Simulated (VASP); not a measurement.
SiC:

```xyz
2
Lattice="0.0000 2.0287 2.0287 2.0287 0.0000 2.0287 2.0287 2.0287 0.0000" Properties=species:S:1:pos:R:3 pbc="T T T"
Si    0.0000    0.0000    0.0000
C     2.0287    2.0287    2.0287
```

The cell was built by a generator and needn't be a form met in nature.

| Quantity | Value |
| --- | --- |
| Program | VASP 6.6.1 |
| Task | relaxation of cell and atoms |
| Functional | PBE |
| Dispersion | D3(BJ) |
| Potentials or basis | VASP PAW PBE potentials, release 64 (Si, C) |
| Cutoff | 600 eV |
| k mesh | 18 × 18 × 18 |
| Occupations | gaussian, width 0.1 eV |
| Spin | no spin polarisation |

At the start: pressure -7.3 GPa; volume 8.35 Å³/atom.

**Question.** Where does the relaxation end?

**Answer.** Over 3 steps the energy falls by 5.7 meV/atom and the volume is 8.10 Å³/atom (-2.9 %); space group Fm-3m (No. 225, to 0.05 Å).

Step by step:
```tsv
step	energy change (eV)	largest force (eV/Å)	pressure (GPa)	volume (Å³)
1	0.0000	0.0000	-7.30	16.70
2	-0.0029	0.0000	6.86	15.80
3	-0.0115	0.0000	-0.02	16.21
```

Final structure:
```yaml
crystal:
  lattice:
    - [0.00000, 2.00855, 2.00855]
    - [2.00855, 0.00000, 2.00855]
    - [2.00855, 2.00855, 0.00000]
  atoms:
    - { symbol: Si, position: [0.00000, 0.00000, 0.00000] }
    - { symbol: C, position: [0.50000, 0.50000, 0.50000] }
```

Caveat: pairwise dispersion overbinds metals, which lowers pressure and volume.
